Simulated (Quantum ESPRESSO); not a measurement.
Ti in Quantum ESPRESSO: the effect of target pressure

Ti:

```
CELL_PARAMETERS angstrom
0.00000 2.03000 2.03000
2.03000 0.00000 2.03000
2.03000 2.03000 0.00000
ATOMIC_POSITIONS crystal
Ti 0.00000 0.00000 0.00000
```

This isn't the form of Ti at room conditions, which is hcp.

Alike in all runs:

- Program: Quantum ESPRESSO 7.5
- Task: phonons
- Functional: LDA
- Potentials or basis: GBRV 1.5 LDA
- Cutoff: 612 eV
- Density cutoff: 4898 eV
- k mesh: 11 × 11 × 11
- Occupations: cold, width 0.2 eV
- Spin: no spin polarisation

Each run relaxes the cell or the atoms first.

```csv
target pressure,relaxed volume (Å³/atom),highest phonon frequency (cm⁻¹)
0 GPa,16.01,73
10 GPa,14.90,69
25 GPa,?,?
50 GPa,12.31,321
80 GPa,11.12,448
```

Task: What does the run with target pressure 25 GPa give?

Result: Relaxed volume 13.70 Å³/atom; highest phonon frequency 137 cm⁻¹.

Worked out: In Murnaghan's law V^(-B') rises as a straight line in P. The other rows fit best with B' = 2.7, V0 = 16.01 Å³/atom and B0 = 129 GPa, which gives 13.70 Å³/atom at 25 GPa, against the run's 13.70. A parabola through the other rows of the highest phonon frequency, of slope 5.11 cm⁻¹ per GPa there, gives 179 cm⁻¹, against the run's 137. The fit is too stiff a form for this range.

Caveats: some modes are imaginary; the q point doesn't lie on the k mesh, which can shift a metal's frequencies strongly unless the mesh is converged; the cell is more than 3 GPa from zero pressure, which shifts response properties (some runs); the mesh is thin for the phonons of a metal (some runs); the volume moved by over 15 % at a fixed basis, so the end points are rough (some runs).

Runs at the PBE level aren't shown here.
